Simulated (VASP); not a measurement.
# How biaxial strain in the (001) plane changes InAs (F-43m), part 2 of 2

Wanted: the response of InAs to biaxial strain in the (001) plane, as a table, with a fit that predicts a row left out.

VASP 6.6.1, plane waves and PAW; the level of theory is named at each step.

So far: Set-up; Relax the crystal, PBEsol; Strain along the normal, PBEsol; Band edges, TB-mBJ with spin-orbit coupling.

## 5. Band edges, r2SCAN with spin-orbit coupling

Short lines in KPOINTS_OPT sample the zone centre along and across the normal of the plane, for masses, and the other valleys.

Level: r2SCAN, spin-orbit coupling; plane waves and PAW (In_d, As); cell typed or built by script.

The input, INCAR:

```
SYSTEM = InAs
PREC = Accurate
ENCUT = 450
EDIFF = 1E-06
NELM = 100
ISMEAR = 0
SIGMA = 0.02
LREAL = .FALSE.
ALGO = Normal
METAGGA = R2SCAN
LASPH = .TRUE.
LNONCOLLINEAR = .TRUE.
MAGMOM = 0 0 0 0 0 0
NBANDS = 28
GGA_COMPAT = .FALSE.
LSORBIT = .TRUE.
LWAVE = .FALSE.
LCHARG = .FALSE.
KPAR = 2
```

The input, POSCAR:

```
InAs
1.0
    0.0000000000      3.1065166340      2.9754998400
    3.1065166340      0.0000000000      2.9754998400
    3.1065166340      3.1065166340      0.0000000000
In As
1 1
Direct
    0.0000000000      0.0000000000      0.0000000000
    0.2500000000      0.2500000000      0.2500000000
```

The input, KPOINTS:

```
Automatic mesh
0
Gamma
7 7 7
0 0 0
```

The input, KPOINTS_OPT:

```
Line mode
6
Line-mode
Reciprocal
  0.00000000   0.00000000   0.00000000
  0.02367828   0.02367828   0.00000000

  0.00000000   0.00000000   0.00000000
 -0.00000000  -0.02472087  -0.02472087

  0.31000000   0.31000000   0.00000000
  0.50000000   0.50000000   0.00000000

  0.00000000   0.31000000   0.31000000
  0.00000000   0.50000000   0.50000000

  0.45000000   0.45000000   0.45000000
  0.50000000   0.50000000   0.50000000

  0.45000000   0.00000000   0.00000000
  0.50000000   0.00000000   0.00000000

  0.42500000   0.42500000   0.00000000
  0.42500000   0.44972087   0.02472087

  0.50000000   0.50000000   0.50000000
  0.48251970   0.51748030   0.50000000
```

The projector-augmented-wave data sets are In_d and As (PBE family, release 64).

The run is started by

```
> mpirun -np 2 vasp_ncl
```

The log of the run:

```text
[... set-up lines as in an earlier step ...]
 entering main loop
       N       E                     dE             d eps       ncg     rms          rms(c)
DAV:   1     0.116263337631E+03    0.11626E+03   -0.75503E+03  3248   0.130E+03
DAV:   2    -0.257242207032E+02   -0.14199E+03   -0.13629E+03  3284   0.345E+02
DAV:   3    -0.408491215078E+02   -0.15125E+02   -0.14899E+02  4080   0.129E+02
DAV:   4    -0.414609483154E+02   -0.61183E+00   -0.61004E+00  3816   0.269E+01
[...]
DAV:  12    -0.380923569139E+02    0.72733E-06   -0.14590E-05  4116   0.524E-02    0.176E-02
DAV:  13    -0.380923579405E+02   -0.10266E-05   -0.45240E-06  3064   0.217E-02    0.613E-03
DAV:  14    -0.380923579236E+02    0.16938E-07   -0.26098E-07  1900   0.572E-03
   1 F= -.38092358E+02 E0= -.38092358E+02  d E =-.820438E-10  mag=    -0.0000    -0.0000    -0.0000
 Start KPOINTS_OPT (optional k-point list driver)
k-point batch [1-48\48]
       N       E                     dE             ncg
DAV:   1     0.223230879256E+04   -0.14326E+05     2692
DAV:   2    -0.454766111672E+04   -0.67800E+04     2728
DAV:   3    -0.529103849169E+04   -0.74338E+03     3288
DAV:   4    -0.532240042728E+04   -0.31362E+02     3264
DAV:   5    -0.532414481997E+04   -0.17444E+01     4524
DAV:   6    -0.532416148768E+04   -0.16668E-01     3340
DAV:   7    -0.532416249094E+04   -0.10033E-02     4516
DAV:   8    -0.532416250425E+04   -0.13313E-04     2980
DAV:   9    -0.532416250484E+04   -0.58092E-06     2080
```

The job ended after 6 min (2 MPI ranks of Intel Xeon 6975P-C (Granite Rapids), shared host; peak memory 0.84 GiB).

OUTCAR, selected parts (step 5):

```text
  Total       -0.3207913     -0.3207913      0.1983338      0.0000000      0.0000000      0.0000000
  in kB       -8.9494413     -8.9494413      5.5331182      0.0000000      0.0000000      0.0000000
  external PRESSURE =      -4.1219215 kB  Pullay stress =       0.0000000 kB

 POSITION                                       TOTAL-FORCE (eV/Angst)
 -----------------------------------------------------------------------------------
      0.00000      0.00000      0.00000         0.000000      0.000000      0.000000
      1.55326      1.55326      1.48775        -0.000000     -0.000000     -0.000000
 -----------------------------------------------------------------------------------
    total drift:                               -0.000000     -0.000000      0.000000

  FREE ENERGIE OF THE ION-ELECTRON SYSTEM (eV)
  ---------------------------------------------------
  free  energy   TOTEN  =       -38.0923579236 eV

  energy  without entropy=      -38.0923579235  energy(sigma->0) =      -38.09235792

[... 2 parts as in an earlier step ...]

[... 1 further part left out ...]
[key lines of the parts left out:]
E-fermi :   4.0113
```

This run gave:

- energy(sigma→0) of the program: -38.0924 eV
- stress, compression positive: xx, yy, zz -0.89, -0.89, 0.55 GPa

The run ends at a pressure of -0.41 GPa.

## 6. The whole series

The other members went through these steps as far as the tables show, with the same cutoff and, step by step, the same mesh; 38 runs are not shown. The session took 3.3 core hours (wall time by ranks) on a shared machine.

| in-plane strain (%) | strain along the normal (%) | in-plane stress, tension positive (GPa) | energy above the unstrained row (meV/atom) |
| --- | --- | --- | --- |
| -2.000 | 2.225 | -1.563 | 5.395 |
| -1.500 | 1.688 | -1.148 | 2.990 |
| -1.000 | 1.126 | -0.755 | 1.313 |
| -0.500 | 0.571 | -0.369 | 0.321 |
| 0 | 0.000 | -0.006 | 0.000 |
| 0.500 | -0.581 | 0.338 | 0.278 |
| 1.000 | -1.150 | 0.688 | 1.170 |
| 1.500 | -1.723 | 1.027 | 2.674 |
| 2.000 | -2.302 | 1.354 | 4.764 |

Slopes at zero strain, from cubics through all rows: strain ratio -1.144, stress over strain 72 GPa. For a cubic crystal strained in (001) the ratio is −2C₁₂/C₁₁.

Band edges at TB-mBJ with spin-orbit coupling, counted from the valence-band top at Γ, spin-orbit pairs averaged, with one row partly withheld:

| in-plane strain (%) | gap (eV) | conduction band at Γ (eV) | Δ or X valley along z (eV) | Δ or X valley along x (eV) | lowest conduction level at L, [111] (eV) | lowest conduction level at L, [-111] (eV) | second valence level below the top (eV) | third valence level below the top (eV) |
| --- | --- | --- | --- | --- | --- | --- | --- | --- |
| -2.000 | 0.512 | 0.512 | 2.152 | 1.943 | 1.450 | 1.450 | 0.105 | 0.427 |
| -1.500 | 0.510 | 0.510 | 2.142 | 1.987 | 1.469 | 1.469 | 0.085 | 0.390 |
| -1.000 | 0.508 | 0.508 | 2.132 | 2.030 | 1.485 | 1.485 | 0.061 | 0.359 |
| -0.500 | 0.503 | 0.503 | 2.123 | 2.072 | 1.497 | 1.497 | 0.032 | 0.334 |
| 0 | 0.498 | 0.498 | 2.113 | 2.113 | 1.506 | 1.506 | 0.000 | 0.314 |
| 0.500 | ? | ? | 2.069 | 2.119 | 1.476 | 1.476 | 0.035 | 0.334 |
| 1.000 | 0.412 | 0.412 | 2.023 | 2.122 | 1.443 | 1.443 | 0.071 | 0.358 |
| 1.500 | 0.366 | 0.366 | 1.975 | 2.124 | 1.405 | 1.405 | 0.109 | 0.387 |
| 2.000 | 0.318 | 0.318 | 1.918 | 2.125 | 1.365 | 1.365 | 0.146 | 0.417 |

Conduction masses, in electron masses:

| in-plane strain (%) | conduction mass at Γ, along the strain axis or the normal of the plane | conduction mass at Γ, across the strain axis or in the plane | L [111] mass, longitudinal | L [111] mass, transverse along [1-10] |
| --- | --- | --- | --- | --- |
| -2.000 | 0.053 | 0.044 | 2.035 | 0.149 |
| -1.500 | 0.051 | 0.044 | 2.040 | 0.146 |
| -1.000 | 0.048 | 0.044 | 2.074 | 0.143 |
| -0.500 | 0.045 | 0.043 | 2.059 | 0.140 |
| 0 | 0.043 | 0.043 | 2.115 | 0.138 |
| 0.500 | 0.040 | 0.042 | 2.105 | 0.136 |
| 1.000 | 0.037 | 0.041 | 2.083 | 0.133 |
| 1.500 | 0.034 | 0.040 | 2.077 | 0.132 |
| 2.000 | 0.031 | 0.039 | 2.050 | 0.130 |

## 7. A fit to the known rows

The quantity to fit is the conduction level at Γ above the mean of the three top valence levels at TB-mBJ with spin-orbit coupling: 0.689, 0.668, 0.648, 0.625, 0.603, 0.556, 0.531, 0.506 eV in the rows shown.

Fitting a parabola to the 8 known rows (e: strain in %) gives E = − 0.001321 e² − 0.04587 e + 0.6027 in eV; the residuals are 1.8e-4 eV r.m.s.

For the withheld row, e = 0.5, the fit gives 0.5795 eV.

## 8. The withheld row

The calculation gives 0.5799 eV, so the prediction is 0.0004 eV too low.

## 9. What came out

```json
{
 "ratio of normal to in-plane strain": "-1.144",
 "biaxial modulus": "72 GPa",
 "gap of the unstrained cell, TB-mBJ with spin-orbit coupling": "0.50 eV",
 "slope at zero strain of the conduction level at Γ above the mean of the three top valence levels, TB-mBJ with spin-orbit coupling": "-46 meV per %",
 "error of the predicted row": "-0.4 meV"
}
```

As a check, the curvature of the energy gives 71 GPa for the same modulus (energy per volume = M × strain²), 1 % from the slope of the stress. At TB-mBJ with spin-orbit coupling the lowest conduction valley is Γ throughout, and the gap runs between 0.32 and 0.51 eV. At r2SCAN with spin-orbit coupling the gap falls under 0.05 eV in some or all rows, where bands may have changed order, so that level, though run, gets no table. The gap at PBEsol is under 0.05 eV in some or all rows and is left out; the elastic columns come from such cells and can be uneven. Hole masses are left out throughout, since the top bands are degenerate or cross in many series; of conduction masses, those of the Γ, L and (for Si and Ge under (001) strain) Δ valleys are kept where they change by under an eighth between rows. TB-mBJ is a potential fitted for gaps; it has no energy functional, so its total energies and forces mean nothing, and its bands tend to come out too narrow. Δ or X levels are the lowest on their line, refined by a parabola unless they lie at X; the gap is read from all points sampled and can differ from the lowest valley by some meV, or by tens of meV where strain moves the valence top off Γ. Temperature, zero-point motion and excitons are left out.

[Lines on the potential files, build, host, timing and source positions are cut from VASP's logs without a mark.]

[Logs are printed without paths, hosts, clocks, repeated set-up lines and the standing remarks that a program may print on its own settings, such as how far it seeks lower states.]

[Hosts, paths, dates, database ids (printed as entryN), source tags and the programs' standing remarks are cut or masked in the printed files.]

[In band tables of VASP the shares of atoms and orbitals are scaled to a sum of 1 inside the atoms' spheres.]
